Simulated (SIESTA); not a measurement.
GaN:

```
CELL_PARAMETERS angstrom
3.18000 0.00000 0.00000
-1.59000 2.75396 0.00000
0.00000 0.00000 5.16600
ATOMIC_POSITIONS crystal
Ga 0.66667 0.33333 0.50000
Ga 0.33333 0.66667 0.00000
N 0.66667 0.33333 0.87500
N 0.33333 0.66667 0.37500
```

* Program: SIESTA 5.4.2
* Task: relaxation of cell and atoms
* Functional: PBE
* Potentials or basis: PseudoDojo 0.4 standard (PBE files)
* Basis: DZP (energy shift 0.003 Ry; two zetas on semicore shells)
* Grid cutoff: 800 Ry
* Energy shift: 0.003 Ry
* k mesh: 10 × 10 × 5
* Occupations: fermi-dirac, width 0.05 eV
* Spin: no spin polarisation

At the start: pressure 10.0 GPa; volume 11.31 Å³/atom.

**Question.** Where does the relaxation end?

**Answer.** Over 5 steps the energy falls by 18.1 meV/atom and the volume is 11.91 Å³/atom (+5.3 %); space group P6_3mc (No. 186, to 0.05 Å).

The path:
| step | energy change (eV) | largest force (eV/Å) | pressure (GPa) | volume (Å³) |
| --- | --- | --- | --- | --- |
| 1 | 0.0000 | 0.1284 | 9.95 | 45.24 |
| 2 | -0.0205 | 0.0714 | 8.42 | 45.58 |
| 3 | -0.0714 | 0.1025 | 0.50 | 47.48 |
| 4 | -0.0721 | 0.0727 | 0.21 | 47.56 |
| 5 | -0.0726 | 0.0070 | -0.07 | 47.64 |

Final structure:
```cif
data_structure
_symmetry_space_group_name_H-M 'P 1'
_symmetry_Int_Tables_number 1
_cell_length_a 3.2324
_cell_length_b 3.2324
_cell_length_c 5.2647
_cell_angle_alpha 90.000
_cell_angle_beta 90.000
_cell_angle_gamma 120.001
_cell_volume 47.64
loop_
_atom_site_label
_atom_site_type_symbol
_atom_site_fract_x
_atom_site_fract_y
_atom_site_fract_z
_atom_site_occupancy
Ga1 Ga 0.66666 0.33333 0.49916 1
Ga2 Ga 0.33333 0.66666 0.99916 1
N1 N 0.66666 0.33333 0.87584 1
N2 N 0.33333 0.66666 0.37584 1
```

Caveat: the basis of atomic orbitals isn't converged, which shifts pressures, moduli and gaps.
